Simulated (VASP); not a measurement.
# Bi in VASP: work function with PBE

Aim: the work function of Bi with PBE.

Everything below comes from runs of VASP 6.6.1. Logs are shortened: lines on timing, memory, paths and dates and some standing lists are left out, and cuts for length are marked.

## Step 1: The sheet as given

The cell holds a sheet with vacuum, 1 atom: a = 3.301 Å, b = 3.301 Å, c = 23.800 Å, α = 90.00°, β = 90.00°, γ = 120.00°.

The cell was built by a generator and needn't be a form met in nature.

## Step 2: Work function, PBE

INCAR

```
SYSTEM = Bi
PREC = Accurate ; ENCUT = 520
EDIFF = 1E-6 ; ISMEAR = 0
SIGMA = 0.05 ; LREAL = .FALSE.
LASPH = .TRUE. ; NELM = 60
ALGO = Normal ; ISIF = 2
LWAVE = .FALSE. ; LCHARG = .TRUE.
LDIPOL = .TRUE. ; IDIPOL = 3
DIPOL = 0.5 0.5 0.294 ; GGA = PE
LELF = .TRUE. ; LVHAR = .TRUE.
LVACPOTAV = .TRUE.
```

KPOINTS

```
Automatic mesh
0
G
  9 9 1
  0 0 0
```

POSCAR

```
Bi
1.0
    3.3013800000      0.0000000000      0.0000000000
   -1.6506900000      2.8590800000      0.0000000000
    0.0000000000      0.0000000000     23.8000000000
Bi
1
Direct
    0.0000000000      0.0000000000      0.2941200000
```

Potentials or basis: VASP PAW PBE potentials, release 64 (Bi_d).

Command:

```sh
cat potpaw_PBE.64/Bi_d/POTCAR > POTCAR
mpirun -np 1 vasp_std > vasp.out
```

OUTCAR:

```text
SYSTEM = Bi
   PREC = Accurate
   ENCUT = 520
   EDIFF = 1E-6
   ISMEAR = 0
   LREAL = .FALSE.
   LASPH = .TRUE.
   NELM = 60
   ISIF = 2
   GGA = PE

 ion  position               nearest neighbor table
   1  0.000  0.000  0.294-

  LATTYP: Found a hexagonal cell.
 ALAT       =     3.3013800000
 C/A-ratio  =     7.2091064949

  Lattice vectors:

 A1 = (   3.3013800000,   0.0000000000,   0.0000000000)
 A2 = (  -1.6506900000,   2.8590800000,   0.0000000000)
 A3 = (   0.0000000000,   0.0000000000,  23.8000000000)

Analysis of symmetry for initial positions (statically):
=====================================================================
 Subroutine PRICEL returns:
 Original cell was already a primitive cell.

 Routine SETGRP: Setting up the symmetry group for a
 hexagonal supercell.

 Subroutine GETGRP returns: Found 24 space group operations
 (whereof 12 operations were pure point group operations)
 out of a pool of 24 trial point group operations.

The static configuration has the point symmetry C_6v.
 The point group associated with its full space group is D_6h.

Analysis of symmetry for dynamics (positions and initial velocities):
=====================================================================
 Subroutine PRICEL returns:
 Original cell was already a primitive cell.

 Routine SETGRP: Setting up the symmetry group for a
 hexagonal supercell.

 Subroutine GETGRP returns: Found 24 space group operations
 (whereof 12 operations were pure point group operations)
 out of a pool of 24 trial point group operations.

The dynamic configuration has the point symmetry C_6v.
 The point group associated with its full space group is D_6h.

 Subroutine INISYM returns: Found 24 space group operations
 (whereof 12 operations are pure point group operations),
 and found     1 'primitive' translations

----------------------------------------------------------------------------------------

                                     Primitive cell

  volume of cell :     224.6460

  direct lattice vectors                    reciprocal lattice vectors
     3.301380000  0.000000000  0.000000000     0.302903634  0.174881430  0.000000000
    -1.650690000  2.859080000  0.000000000     0.000000000  0.349762861  0.000000000
     0.000000000  0.000000000 23.800000000     0.000000000  0.000000000  0.042016807

  length of vectors
     3.301380000  3.301380911 23.800000000     0.349762957  0.349762861  0.042016807

  position of ions in fractional coordinates (direct lattice)
     0.000000000  0.000000000  0.294120000

  ion indices of the primitive-cell ions
   primitive index   ion index
                 1           1

----------------------------------------------------------------------------------------

 KPOINTS: Automatic mesh

Automatic generation of k-mesh.
 Grid dimensions read from file:
 generate k-points for:    9    9    1

 Generating k-lattice:

  Cartesian coordinates                     Fractional coordinates (reciprocal lattice)
     0.033655959  0.019431270  0.000000000     0.111111111  0.000000000  0.000000000
     0.000000000  0.038862540  0.000000000     0.000000000  0.111111111  0.000000000
     0.000000000  0.000000000  0.042016807     0.000000000  0.000000000  1.000000000

  Length of vectors
     0.038862551  0.038862540  0.042016807

  Shift w.r.t. Gamma in fractional coordinates (k-lattice)
     0.000000000  0.000000000  0.000000000

 Subroutine IBZKPT returns following result:
 ===========================================

 Found     12 irreducible k-points:

 Following reciprocal coordinates:
            Coordinates               Weight
  0.000000  0.000000  0.000000      1.000000
  0.111111 -0.000000  0.000000      6.000000
  0.222222  0.000000  0.000000      6.000000
  0.333333 -0.000000  0.000000      6.000000
  0.444444  0.000000  0.000000      6.000000
  0.111111  0.111111  0.000000      6.000000
  0.222222  0.111111  0.000000     12.000000
  0.333333  0.111111  0.000000     12.000000
  0.444444  0.111111  0.000000      6.000000
  0.222222  0.222222  0.000000      6.000000
  0.333333  0.222222  0.000000     12.000000
  0.333333  0.333333  0.000000      2.000000
   k-points           NKPTS =     12   k-points in BZ     NKDIM =     12   number of bands    NBANDS=     11
   number of dos      NEDOS =    301   number of ions     NIONS =      1
   total plane-waves  NPLWV = 141120
   dimension x,y,z NGX =    28 NGY =   28 NGZ =  180
   dimension x,y,z NGXF=    56 NGYF=   56 NGZF=  360
   ions per type =               1
   NGX,Y,Z   is equivalent  to a cutoff of  14.10, 14.10, 12.57 a.u.
   NGXF,Y,Z  is equivalent  to a cutoff of  28.20, 28.20, 25.15 a.u.
 SYSTEM =  Bi
   PREC   = accura    normal or accurate (medium, high low for compatibility)
   ISTART =      0    job   : 0-new  1-cont  2-samecut
   ICHARG =      2    charge: 1-file 2-atom 10-const
   ISPIN  =      1    spin polarized calculation?
   LNONCOLLINEAR =      F non collinear calculations
   LSORBIT =      F    spin-orbit coupling
   LASPH  =      T    aspherical Exc in radial PAW
   ENCUT  =  520.0 eV  38.22 Ry    6.18 a.u.   6.14  6.14 44.25*2*pi/ulx,y,z
   NELM   =     60;   NELMIN=  2; NELMDL= -5     # of ELM steps
   EDIFF  = 0.1E-05   stopping-criterion for ELM
   LREAL  =      F    real-space projection
   EDIFFG = 0.1E-04   stopping-criterion for IOM
   NSW    =      0    number of steps for IOM
   IBRION =     -1    ionic relax: 0-MD 1-quasi-New 2-CG
   NFREE  =      0    steps in history (QN), initial steepest desc. (CG)
   ISIF   =      2    stress and relaxation
   ISYM   =      2    0-nonsym 1-usesym 2-fastsym
   POTIM  = 0.5000    time-step for ionic-motion
   TEBEG  =    0.0;   TEEND  =   0.0 temperature during run
   PSTRESS=    0.0 pullay stress
   NELECT =      15.0000    total number of electrons
   NUPDOWN=      -1.0000    fix difference up-down
   EMIN   =  10.00;   EMAX   =-10.00  energy-range for DOS
   EFERMI =   0.00;   METHOD = LEGACY
   ISMEAR =     0;   SIGMA  =   0.05  broadening in eV -4-tet -1-fermi 0-gaus
   EFERMI_NEDOS =   21; number of points for ismear=-14 and -15
   IALGO  =     38    algorithm
   IMIX   =      4    mixing-type and parameters
     AMIX     =   0.40;   BMIX     =  1.00
     AMIX_MAG =   1.60;   BMIX_MAG =  1.00
  volume/ion in A,a.u.               =     224.65      1515.99
  Fermi-wavevector in a.u.,A,eV,Ry     =   0.664159  1.255079  6.001635  0.441108
  Thomas-Fermi vector in A             =   1.737761
   LORBIT       =      0    0 simple, 1 ext, 2 COOP (PROOUT), +10 PAW based schemes
   GGA     = PE    functional components
   LHFCALC =     F    Hartree Fock is set to
   AEXX    =    0.0000 exact exchange contribution
   IVDW    =     0    specifies the selected vdW correction
   LEPSILON=     F    determine dielectric tensor
   LRPA    =     F    only Hartree local field effects (RPA)
 non-spin polarized calculation
 Gauss-broadening in eV      SIGMA  =   0.05
  energy-cutoff  :      520.00
  volume of cell :      224.65
 maximum number of plane-waves:      6096
 NGX is ok and might be reduce to    28
   NGX = 13   NGY = 13   NGZ = 89

 dipolmoment           0.000000      0.000000     -0.000000 electrons x Angstroem

 number of electron      15.0000004 magnetization

 dipolmoment           0.000000      0.000000      0.000002 electrons x Angstroem

 Free energy of the ion-electron system (eV)
  ---------------------------------------------------
  ext. energy  EPLUGINS =         0.00000000
  ---------------------------------------------------
  free energy    TOTEN  =        -3.31519148 eV

  energy without entropy =       -3.31214359  energy(sigma->0) =       -3.31366753

 E-fermi :  -2.6841     XC(G=0):  -2.0125

 val. band max:       -2.7855146993   @ k =   0.2222   0.2222   0.0000
 cond. band min:      -2.6555144234   @ k =   0.3333   0.1111   0.0000
 fundamental gap:      0.1300002760
 Fermi energy:        -2.6841036977

 k-point     1 :       0.0000    0.0000    0.0000
  band No.  band energies     occupation
      1     -25.5560      2.00000
      2     -25.5101      2.00000
      3     -25.5101      2.00000
      4     -25.3730      2.00000
      5     -25.3730      2.00000
      6     -15.3095      2.00000
      7      -5.3335      2.00000
      8       0.3308      0.00000
      9       1.4196      0.00000
     10       1.7523      0.00000
     11       2.4421      0.00000

 k-point     2 :       0.1111   -0.0000    0.0000
  band No.  band energies     occupation
      1     -25.5438      2.00000
      2     -25.5087      2.00000
      3     -25.4822      2.00000
      4     -25.3867      2.00000
      5     -25.3762      2.00000
      6     -15.0898      2.00000
      7      -5.0952      2.00000
      8       0.5278      0.00000
      9       1.6453      0.00000
     10       1.6720      0.00000
     11       1.9843      0.00000

 k-point     3 :       0.2222    0.0000    0.0000
  band No.  band energies     occupation
      1     -25.5564      2.00000
      2     -25.4625      2.00000
      3     -25.4211      2.00000
      4     -25.4109      2.00000
      5     -25.3844      2.00000
      6     -14.4405      2.00000
      7      -4.4058      2.00000
      8      -1.6659      0.00000
      9       1.2375      0.00000
     10       1.9824      0.00000
     11       2.3142      0.00000
[... 99 lines left out ...]
 k-point    11 :       0.3333    0.2222    0.0000
  band No.  band energies     occupation
      1     -25.4906      2.00000
      2     -25.4704      2.00000
      3     -25.4279      2.00000
      4     -25.3916      2.00000
      5     -25.3210      2.00000
      6     -12.0343      2.00000
      7      -5.9497      2.00000
      8      -3.3070      2.00000
      9      -1.8440      0.00000
     10       2.9900      0.00000
     11       4.5608      0.00000

 k-point    12 :       0.3333    0.3333    0.0000
  band No.  band energies     occupation
      1     -25.4533      2.00000
      2     -25.4533      2.00000
      3     -25.3965      2.00000
      4     -25.3965      2.00000
      5     -25.3912      2.00000
      6     -11.7149      2.00000
      7      -5.1437      2.00000
      8      -5.1437      2.00000
      9      -1.4395      0.00000
     10       3.5224      0.00000
     11       3.5224      0.00000

------------------------ aborting loop because EDIFF is reached ----------------------------------------

  FORCE on cell =-STRESS in cart. coord.  units (eV):
  Direction    XX          YY          ZZ          XY          YZ          ZX
  --------------------------------------------------------------------------------------
  -------------------------------------------------------------------------------------
  Total        0.1351556      0.1351557     -0.0154748      0.0000000     -0.0000000      0.0000000
  in kB        0.9639307      0.9639314     -0.1103662      0.0000000     -0.0000000      0.0000000
  external PRESSURE =       0.6058320 kB  Pullay stress =       0.0000000 kB

 VOLUME and BASIS-vectors are now :
 -----------------------------------------------------------------------------
  energy-cutoff  :      520.00
  volume of cell :      224.65
      direct lattice vectors                 reciprocal lattice vectors
     3.301380000  0.000000000  0.000000000     0.302903634  0.174881430  0.000000000
    -1.650690000  2.859080000  0.000000000     0.000000000  0.349762861  0.000000000
     0.000000000  0.000000000 23.800000000     0.000000000  0.000000000  0.042016807

 POSITION                                       TOTAL-FORCE (eV/Angst)
 -----------------------------------------------------------------------------------
      0.00000      0.00000      7.00006        -0.000000      0.000000      0.000000
 -----------------------------------------------------------------------------------
    total drift:                               -0.000000     -0.000000      0.000066

  FREE ENERGIE OF THE ION-ELECTRON SYSTEM (eV)
  ---------------------------------------------------
  free  energy   TOTEN  =        -3.3151914758 eV

  energy  without entropy=       -3.3121435909  energy(sigma->0) =       -3.31366753

 vacuum level on the upper side and lower side of the slab         1.687         1.687
```

It took 38 s on 1 thread of Intel Xeon 6975P-C (Granite Rapids), shared host; peak memory 0.36 GiB.

What came out:

```yaml
Free_energy: -3.3152 eV
Band_gap_on_the_k_mesh: none (metal or under the smearing width)
Work_function_of_the_upper_face: 4.37 eV
Work_function_of_the_lower_face: 4.37 eV
```

Levels at points of the mesh, in eV from the Fermi level:
| k point | band 3 | band 4 | band 5 | band 6 | band 7 | band 8 | band 9 | band 10 | band 11 |
| --- | --- | --- | --- | --- | --- | --- | --- | --- | --- |
| (0.00, 0.00, 0.00) | -22.83 | -22.69 | -22.69 | -12.63 | -2.65 | 3.01 | 4.10 | 4.44 | 5.13 |

Caveat: spin-orbit coupling is left out, which moves the levels of the heavy elements.

## Step 3: For comparison

An earlier run on the cell as given: functional PBE; potentials or basis VASP PAW PBE potentials, release 64 (Bi_d); cutoff 520 eV; k mesh 9 × 9 × 1; occupations fermi-dirac, width 0.05 eV; no spin polarisation.

- Band gap on the k mesh: none (metal or under the smearing width)
